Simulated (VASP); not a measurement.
# CuI (P4/nmm) in VASP: electric field gradients with r2SCAN

Aim: the electric field gradients of CuI with r2SCAN.

Program: VASP 6.6.1. These are calculated values, not measurements. Logs are shortened: lines on timing, memory, paths and dates and some standing lists are left out, and cuts for length are marked.

## (1) Starting point

The structure is tetragonal, space group P4/nmm (No. 129). Conventional cell: a = 4.090 Å, b = 4.090 Å, c = 6.551 Å, α = 90.00°, β = 90.00°, γ = 90.00°. Cu (site symmetry -4m2) is surrounded by 4 I at 2.65 Å and 4 Cu at 2.89 Å. I (site symmetry 4mm) has 4 Cu at 2.65 Å as nearest neighbours.

Measurements of this composition are mostly on another form, of space group No. 216.

## (2) Electric field gradients, r2SCAN

POSCAR reads:

```
CuI
1.0
    4.0901961900      0.0000000000      0.0000000000
    0.0000000000      4.0901961900      0.0000000000
    0.0000000000      0.0000000000      6.5514580400
Cu I
2 2
Direct
    0.5000000000      0.5000000000      0.0000000000
    0.0000000000      0.0000000000      0.0000000000
    0.5000000000      0.0000000000      0.2569656400
    0.0000000000      0.5000000000      0.7430343600
```

INCAR.step1 reads:

```
SYSTEM = CuI
  PREC = Accurate
  ENCUT = 520
  ISMEAR = -1
  SIGMA = 0.02
  LREAL = .False.
  LASPH = .True.
  NELM = 100
  NBANDS = 26
  GGA = PE
  ALGO = Normal
  EDIFF = 1E-4
  LWAVE = .True.
  LCHARG = .False.
```

INCAR.step2 reads:

```
SYSTEM = CuI
  PREC = Accurate
  ENCUT = 520
  EDIFF = 1E-8
  ISMEAR = -1
  SIGMA = 0.02
  LREAL = .False.
  LASPH = .True.
  NELM = 100
  ALGO = Normal
  ISIF = 2
  LWAVE = .False.
  LCHARG = .False.
  METAGGA = R2SCAN
  LMIXTAU = .True.
  LEFG = .True.
  NBANDS = 26
  ISTART = 1
```

KPOINTS reads:

```
Automatic mesh
0
Gamma
  6 6 4
  0 0 0
```

Potentials or basis: VASP PAW PBE potentials, release 64 (Cu, I).

Started as:

```
$ cat potpaw_PBE.64/Cu/POTCAR potpaw_PBE.64/I/POTCAR > POTCAR
$ cp INCAR.step1 INCAR
$ mpirun -np 1 vasp_std > vasp.out
$ cp INCAR.step2 INCAR
$ mpirun -np 1 vasp_std > vasp.out
```

OUTCAR:

```text
SYSTEM = CuI
   PREC = Accurate
   ENCUT = 520
   EDIFF = 1E-8
   ISMEAR = -1
   LREAL = .False.
   LASPH = .True.
   NELM = 100
   ISIF = 2
   METAGGA = R2SCAN
   ISTART = 1

 ion  position               nearest neighbor table
   1  0.500  0.500  0.000-   3 2.65   4 2.65   3 2.65   4 2.65
   2  0.000  0.000  0.000-   3 2.65   4 2.65   4 2.65   3 2.65
   3  0.500  0.000  0.257-   1 2.65   2 2.65   1 2.65   2 2.65
   4  0.000  0.500  0.743-   1 2.65   2 2.65   2 2.65   1 2.65

  LATTYP: Found a simple tetragonal cell.
 ALAT       =     4.0901961900
 C/A-ratio  =     1.6017466487

  Lattice vectors:

 A1 = (   4.0901961900,   0.0000000000,   0.0000000000)
 A2 = (   0.0000000000,   4.0901961900,   0.0000000000)
 A3 = (   0.0000000000,   0.0000000000,   6.5514580400)

Analysis of symmetry for initial positions (statically):
=====================================================================
 Subroutine PRICEL returns:
 Original cell was already a primitive cell.

 Routine SETGRP: Setting up the symmetry group for a
 simple tetragonal supercell.

 Subroutine GETGRP returns: Found 16 space group operations
 (whereof  8 operations were pure point group operations)
 out of a pool of 16 trial point group operations.

The static configuration has the point symmetry D_2d.
 The point group associated with its full space group is D_4h.

Analysis of symmetry for dynamics (positions and initial velocities):
=====================================================================
 Subroutine PRICEL returns:
 Original cell was already a primitive cell.

 Routine SETGRP: Setting up the symmetry group for a
 simple tetragonal supercell.

 Subroutine GETGRP returns: Found 16 space group operations
 (whereof  8 operations were pure point group operations)
 out of a pool of 16 trial point group operations.

The dynamic configuration has the point symmetry D_2d.
 The point group associated with its full space group is D_4h.

 Subroutine INISYM returns: Found 16 space group operations
 (whereof  8 operations are pure point group operations),
 and found     1 'primitive' translations

----------------------------------------------------------------------------------------

                                     Primitive cell

  volume of cell :     109.6040

  direct lattice vectors                    reciprocal lattice vectors
     4.090196190  0.000000000  0.000000000     0.244487050  0.000000000  0.000000000
     0.000000000  4.090196190  0.000000000     0.000000000  0.244487050  0.000000000
     0.000000000  0.000000000  6.551458040     0.000000000  0.000000000  0.152637778

  length of vectors
     4.090196190  4.090196190  6.551458040     0.244487050  0.244487050  0.152637778

  position of ions in fractional coordinates (direct lattice)
     0.500000000  0.500000000  0.000000000
     0.000000000  0.000000000  0.000000000
     0.500000000  0.000000000  0.256965640
     0.000000000  0.500000000  0.743034360

  ion indices of the primitive-cell ions
   primitive index   ion index
                 1           1
                 2           2
                 3           3
                 4           4

----------------------------------------------------------------------------------------

 KPOINTS: Automatic mesh

Automatic generation of k-mesh.
 Grid dimensions read from file:
 generate k-points for:    6    6    4

 Generating k-lattice:

  Cartesian coordinates                     Fractional coordinates (reciprocal lattice)
     0.040747842  0.000000000  0.000000000     0.166666667  0.000000000  0.000000000
     0.000000000  0.040747842  0.000000000     0.000000000  0.166666667  0.000000000
     0.000000000  0.000000000  0.038159445     0.000000000  0.000000000  0.250000000

  Length of vectors
     0.040747842  0.040747842  0.038159445
[... 40 lines left out ...]
   dimension x,y,z NGXF=    60 NGYF=   60 NGZF=  100
   ions per type =               2   2
   NGX,Y,Z   is equivalent  to a cutoff of  12.19, 12.19, 12.69 a.u.
   NGXF,Y,Z  is equivalent  to a cutoff of  24.39, 24.39, 25.38 a.u.
 SYSTEM =  CuI
   PREC   = accura    normal or accurate (medium, high low for compatibility)
   ISTART =      1    job   : 0-new  1-cont  2-samecut
   ICHARG =      0    charge: 1-file 2-atom 10-const
   ISPIN  =      1    spin polarized calculation?
   LNONCOLLINEAR =      F non collinear calculations
   LSORBIT =      F    spin-orbit coupling
   LASPH  =      T    aspherical Exc in radial PAW
   ENCUT  =  520.0 eV  38.22 Ry    6.18 a.u.   7.61  7.61 12.18*2*pi/ulx,y,z
   NELM   =    100;   NELMIN=  2; NELMDL=  0     # of ELM steps
   EDIFF  = 0.1E-07   stopping-criterion for ELM
   LREAL  =      F    real-space projection
   EDIFFG = 0.1E-06   stopping-criterion for IOM
   NSW    =      0    number of steps for IOM
   IBRION =     -1    ionic relax: 0-MD 1-quasi-New 2-CG
   NFREE  =      0    steps in history (QN), initial steepest desc. (CG)
   ISIF   =      2    stress and relaxation
   ISYM   =      2    0-nonsym 1-usesym 2-fastsym
   POTIM  = 0.5000    time-step for ionic-motion
   TEBEG  =    0.0;   TEEND  =   0.0 temperature during run
   PSTRESS=    0.0 pullay stress
   NELECT =      36.0000    total number of electrons
   NUPDOWN=      -1.0000    fix difference up-down
   EMIN   =  10.00;   EMAX   =-10.00  energy-range for DOS
   EFERMI =   0.00;   METHOD = LEGACY
   ISMEAR =    -1;   SIGMA  =   0.02  broadening in eV -4-tet -1-fermi 0-gaus
   EFERMI_NEDOS =   21; number of points for ismear=-14 and -15
   IALGO  =     38    algorithm
   IMIX   =      4    mixing-type and parameters
     AMIX     =   0.40;   BMIX     =  1.00
     AMIX_MAG =   1.60;   BMIX_MAG =  1.00
  volume/ion in A,a.u.               =      27.40       184.91
  Fermi-wavevector in a.u.,A,eV,Ry     =   1.129536  2.134514 17.359028  1.275853
  Thomas-Fermi vector in A             =   2.266230
   LORBIT       =      0    0 simple, 1 ext, 2 COOP (PROOUT), +10 PAW based schemes
   METAGGA = R2SCAN    functional components
   LHFCALC =     F    Hartree Fock is set to
   AEXX    =    0.0000 exact exchange contribution
   IVDW    =     0    specifies the selected vdW correction
   LEPSILON=     F    determine dielectric tensor
   LRPA    =     F    only Hartree local field effects (RPA)
 non-spin polarized calculation
  energy-cutoff  :      520.00
  volume of cell :      109.60
 maximum number of plane-waves:      2973
   NGX = 15   NGY = 15   NGZ = 25

 number of electron      35.9999971 magnetization

 Free energy of the ion-electron system (eV)
  ---------------------------------------------------
  ext. energy  EPLUGINS =         0.00000000
  ---------------------------------------------------
  free energy    TOTEN  =       -71.56309283 eV

  energy without entropy =      -71.56309283  energy(sigma->0) =      -71.56309283

 E-fermi :   4.6362     XC(G=0):  -9.4623

 val. band max:        4.2215890732   @ k =   0.0000   0.0000   0.0000
 cond. band min:       6.3034004058   @ k =   0.0000   0.0000   0.0000
 fundamental gap:      2.0818113326
 Fermi energy:         4.6361506773

 k-point     1 :       0.0000    0.0000    0.0000
  band No.  band energies     occupation
      1     -10.1697      2.00000
      2      -9.4555      2.00000
      3      -1.7020      2.00000
      4       0.3364      2.00000
      5       0.5243      2.00000
      6       0.5243      2.00000
[... 685 lines left out ...]
     25      12.5710      0.00000
     26      12.5710      0.00000

 [... further k-points ...]

------------------------ aborting loop because EDIFF is reached ----------------------------------------

  FORCE on cell =-STRESS in cart. coord.  units (eV):
  Direction    XX          YY          ZZ          XY          YZ          ZX
  --------------------------------------------------------------------------------------
  -------------------------------------------------------------------------------------
  Total        0.1326891      0.1326891      0.2197863      0.0000000      0.0000000      0.0000000
  in kB        1.9396328      1.9396328      3.2128099      0.0000000      0.0000000      0.0000000
  external PRESSURE =       2.3640252 kB  Pullay stress =       0.0000000 kB

 VOLUME and BASIS-vectors are now :
 -----------------------------------------------------------------------------
  energy-cutoff  :      520.00
  volume of cell :      109.60
      direct lattice vectors                 reciprocal lattice vectors
     4.090196190  0.000000000  0.000000000     0.244487050  0.000000000  0.000000000
     0.000000000  4.090196190  0.000000000     0.000000000  0.244487050  0.000000000
     0.000000000  0.000000000  6.551458040     0.000000000  0.000000000  0.152637778

 POSITION                                       TOTAL-FORCE (eV/Angst)
 -----------------------------------------------------------------------------------
      2.04510      2.04510      0.00000         0.000000     -0.000000      0.000000
      0.00000      0.00000      0.00000        -0.000000      0.000000      0.000000
      2.04510      0.00000      1.68350        -0.000000      0.000000      0.011082
      0.00000      2.04510      4.86796        -0.000000     -0.000000     -0.011082
 -----------------------------------------------------------------------------------
    total drift:                                0.000000      0.000000      0.000000

  FREE ENERGIE OF THE ION-ELECTRON SYSTEM (eV)
  ---------------------------------------------------
  free  energy   TOTEN  =       -71.5630928270 eV

  energy  without entropy=      -71.5630928270  energy(sigma->0) =      -71.56309283

 Electric field gradients (V/A^2)
---------------------------------------------------------------------
 ion       V_xx      V_yy      V_zz      V_xy      V_xz      V_yz
---------------------------------------------------------------------
   1       3.817     3.817    -7.634    -0.000     0.000    -0.000
   2       3.817     3.817    -7.634     0.000     0.000    -0.000
   3     -60.907   -60.907   121.814    -0.000     0.000    -0.000
   4     -60.907   -60.907   121.814     0.000     0.000     0.000
---------------------------------------------------------------------

 Electric field gradients after diagonalization (V/A^2)
 (convention: |V_zz| > |V_xx| > |V_yy|)
----------------------------------------------------------------------
 ion       V_xx      V_yy      V_zz     asymmetry (V_yy - V_xx)/ V_zz
----------------------------------------------------------------------
   1       3.817     3.817    -7.634       0.000
   2       3.817     3.817    -7.634       0.000
   3     -60.907   -60.907   121.814       0.000
   4     -60.907   -60.907   121.814       0.000
----------------------------------------------------------------------

           NMR quadrupolar parameters

 Cq : quadrupolar parameter    Cq=e*Q*V_zz/h
 eta: asymmetry parameters     (V_yy - V_xx)/ V_zz
 Q  : nuclear electric quadrupole moment in mb (millibarn)
----------------------------------------------------------------------
 ion       Cq(MHz)       eta       Q (mb)
----------------------------------------------------------------------
   1      -0.018       0.000       1.000
   2      -0.018       0.000       1.000
   3       0.295       0.000       1.000
   4       0.295       0.000       1.000
----------------------------------------------------------------------
```

Wall time 8.8 min (1 thread of AMD EPYC 7R43 (Zen 3), shared host); peak memory 0.22 GiB.

Results:

```yaml
Free_energy: -71.5631 eV
Pressure: 0.2 GPa
Largest_force: 0.011 eV/Å
Band_gap_on_the_k_mesh: 2.08 eV, direct
```

Forces in eV/Å, atoms in the order of the input:
```
Cu   0.000  0.000  0.000
Cu   0.000  0.000  0.000
I    0.000  0.000  0.011
I    0.000  0.000 -0.011
```

Stress tensor (GPa, compression positive):
```
0.19 0.00 0.00
0.00 0.19 0.00
0.00 0.00 0.32
```

Electric field gradients, principal values (V/Å²):
```csv
atom,Vxx,Vyy,Vzz
1 Cu,3.817,3.817,-7.634
2 Cu,3.817,3.817,-7.634
3 I,-60.907,-60.907,121.814
4 I,-60.907,-60.907,121.814
```

Caveat: the PAW data sets were made with another functional, which shifts forces and pressure a little; spin-orbit coupling is left out, which moves the levels of the heavy elements. r2SCAN opens gaps a little over a GGA but as a rule still falls short of measured ones.
